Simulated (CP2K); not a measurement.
Runs of CP2K 2026.2 on Zn. The structure is hexagonal, space group P6_3/mmc (No. 194). Conventional cell: a = 2.670 Å, b = 2.670 Å, c = 4.966 Å, α = 90.00°, β = 90.00°, γ = 120.00°. Zn (site symmetry -6m2) has 12 Zn at 2.67 to 2.92 Å as nearest neighbours. 

```csv
task,level,potentials or basis,cell,k mesh,smearing,EPS_DEFAULT,k points reduced by the point group,NGRIDS,basis sets,potentials,gap on the mesh (eV),pressure (GPa)
single point,r2SCAN+D3(BJ)+ATM,POTENTIAL_UZH Zn GTH-SCAN-q12; TZVP-MOLOPT-SCAN-GTH basis,as given,11 × 11 × 6,fermi-dirac 0.05 eV,1.0E-9,yes,5,Zn TZVP-MOLOPT-SCAN-GTH-q12,Zn GTH-SCAN-q12 of POTENTIAL_UZH,none,-7.4
single point,RPBE,POTENTIAL_UZH Zn GTH-PBE-q12; TZVP-MOLOPT-PBE-GTH basis,as given,11 × 11 × 6,gaussian 0.05 eV,1.0E-10,yes,4,Zn TZVP-MOLOPT-PBE-GTH-q12,Zn GTH-PBE-q12 of POTENTIAL_UZH,none,2.3
single point,r2SCAN,POTENTIAL_UZH Zn GTH-SCAN-q12; TZVP-MOLOPT-SCAN-GTH basis,as given,11 × 11 × 6,fermi-dirac 0.05 eV,1.0E-9,yes,5,Zn TZVP-MOLOPT-SCAN-GTH-q12,Zn GTH-SCAN-q12 of POTENTIAL_UZH,none,-5.9
single point,r2SCAN+rVV10,POTENTIAL_UZH Zn GTH-SCAN-q12; TZVP-MOLOPT-SCAN-GTH basis,as given,11 × 11 × 6,fermi-dirac 0.05 eV,1.0E-9,yes,5,Zn TZVP-MOLOPT-SCAN-GTH-q12,Zn GTH-SCAN-q12 of POTENTIAL_UZH,none,-6.9
single point,PBE,POTENTIAL_UZH Zn GTH-PBE-q12; TZVP-MOLOPT-PBE-GTH basis,as given,11 × 11 × 6,gaussian 0.05 eV,1.0E-10,yes,5,Zn TZVP-MOLOPT-PBE-GTH-q12,Zn GTH-PBE-q12 of POTENTIAL_UZH,none,-0.3
single point,PBE,POTENTIAL_UZH Zn GTH-PBE-q12; TZVP-MOLOPT-PBE-GTH basis,as given,11 × 11 × 6,fermi-dirac 0.05 eV,1.0E-10,yes,4,Zn TZVP-MOLOPT-PBE-GTH-q12,Zn GTH-PBE-q12 of POTENTIAL_UZH,none,-0.3
band structure,PBEsol,POTENTIAL_UZH Zn GTH-PBE-q12; TZVP-MOLOPT-PBE-GTH basis,as given,11 × 11 × 6,fermi-dirac 0.01 eV,1.0E-10,yes,4,Zn TZVP-MOLOPT-PBE-GTH-q12,Zn GTH-PBE-q12 of POTENTIAL_UZH,none,-5.3
band structure,TB-mBJ,POTENTIAL_UZH Zn GTH-PBE-q12; TZVP-MOLOPT-PBE-GTH basis,as given,11 × 11 × 6,fermi-dirac 0.05 eV,1.0E-9,yes,4,Zn TZVP-MOLOPT-PBE-GTH-q12,Zn GTH-PBE-q12 of POTENTIAL_UZH,none,-
single point,r2SCAN+D4,POTENTIAL_UZH Zn GTH-SCAN-q12; TZVP-MOLOPT-SCAN-GTH basis,as given,11 × 11 × 6,fermi-dirac 0.05 eV,1.0E-9,yes,5,Zn TZVP-MOLOPT-SCAN-GTH-q12,Zn GTH-SCAN-q12 of POTENTIAL_UZH,none,-6.9
band structure,LDA,GTH_POTENTIALS Zn GTH-PADE-q12; TZVP-MOLOPT-PBE-GTH basis,as given,11 × 11 × 6,fermi-dirac 0.05 eV,1.0E-9,yes,4,Zn TZVP-MOLOPT-PBE-GTH-q12,Zn GTH-PADE-q12 of GTH_POTENTIALS,none,(a)
single point,PBEsol,POTENTIAL_UZH Zn GTH-PBE-q12; TZVP-MOLOPT-PBE-GTH basis,as given,11 × 11 × 6,fermi-dirac 0.05 eV,1.0E-10,yes,4,Zn TZVP-MOLOPT-PBE-GTH-q12,Zn GTH-PBE-q12 of POTENTIAL_UZH,none,-5.3
relaxation of cell and atoms,PBEsol,POTENTIAL_UZH Zn GTH-PBE-q12; TZVP-MOLOPT-PBE-GTH basis,relaxed,9 × 9 × 4,fermi-dirac 0.01 eV,1.0E-10,-,5,Zn TZVP-MOLOPT-PBE-GTH-q12,Zn GTH-PBE-q12 of POTENTIAL_UZH,none,0.0
```

Alike in all rows: no spin polarisation.

Fill in the values left out.

(a) -8.7.

Caveats: the basis of atomic orbitals isn't converged, which shifts pressures, moduli and gaps; the potentials were made for another functional, which shifts forces and pressure (some runs); pairwise dispersion overbinds metals, which lowers pressure and volume (some runs); this is a model potential without an energy functional, so only levels have meaning (some runs); more than 0.5 GPa of stress was left at the end, so the final cell isn't listed (some runs).

A k mesh can miss the band edges.

A gap of «none» marks a metal or a gap under the smearing width.

Not every run made on this cell is shown here.
